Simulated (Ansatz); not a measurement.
In PbTe (rock salt type) the Pb atom of the primitive cell, with all its periodic images, is moved by 0.06 Å along [111].

```
Pb Te
1.0
     0.00000    3.28500    3.28500
     3.28500    0.00000    3.28500
     3.28500    3.28500    0.00000
Pb Te
1 1
Cartesian
  0.0346 0.0346 0.0346
  3.2850 3.2850 3.2850
```

Theory: HSE06, plane waves, all-electron PAW datasets generated for the crystal, point nucleus in Ansatz 0.2.0 development build.

Cutoff 290 eV; exchange singularity: Wigner-Seitz; k-mesh 4×4×4 Γ-centred; Fermi–Dirac smearing of 0.05 eV; no spin polarisation; no spin–orbit coupling.

Task: What force results?

Result: The force on it along the displacement is 0.0400 eV/Å, a force constant of -0.67 eV/Å². It is negative: the force pushes the atom further, so on this mesh the structure is unstable along this displacement. On a mesh this coarse the force constant of so soft a mode can lie far from its converged value, in sign too.

```
atom  Fx (eV/Å)  Fy (eV/Å)  Fz (eV/Å)
 Pb1     0.0231     0.0231     0.0231
 Te2    -0.0231    -0.0231    -0.0231
```

Where the force pushes the moved atom further off its site, the soft mode may be real or faked by the k-mesh. The k-mesh is modest, so these values aren't fully converged in k. Spin–orbit coupling is left out, which matters for 6p elements such as Tl, Pb and Bi.
